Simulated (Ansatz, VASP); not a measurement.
# S: VASP beside Ansatz

```
S
1.0
     0.00000    2.93421    2.93421
     2.93421    0.00000    2.93421
     2.93421    2.93421    0.00000
S
2
Direct
  0.00000 0.00000 0.00000
  0.25000 0.25000 0.25000
```

Change from the starting cell: functional lda, volume scaled by 1.04.

Alike in both runs: task single point; functional LDA; k mesh 12 × 12 × 12; occupations fermi-dirac, width 0.05 eV; no spin polarisation.

```csv
,VASP,Ansatz
version,VASP 6.6.1,Ansatz 0.2.0
potentials or method,"VASP PAW LDA potentials, release 64 (S), cutoff 520 eV","all-electron LAPW, scalar-relativistic"
```

Ansatz gave:

* pressure (GPa): -5.1

Question: Estimate VASP's values.

Answer: Pressure (GPa): -5.2.

Ansatz ran all-electron here, so the differences hold the error of VASP's frozen core and of both bases.
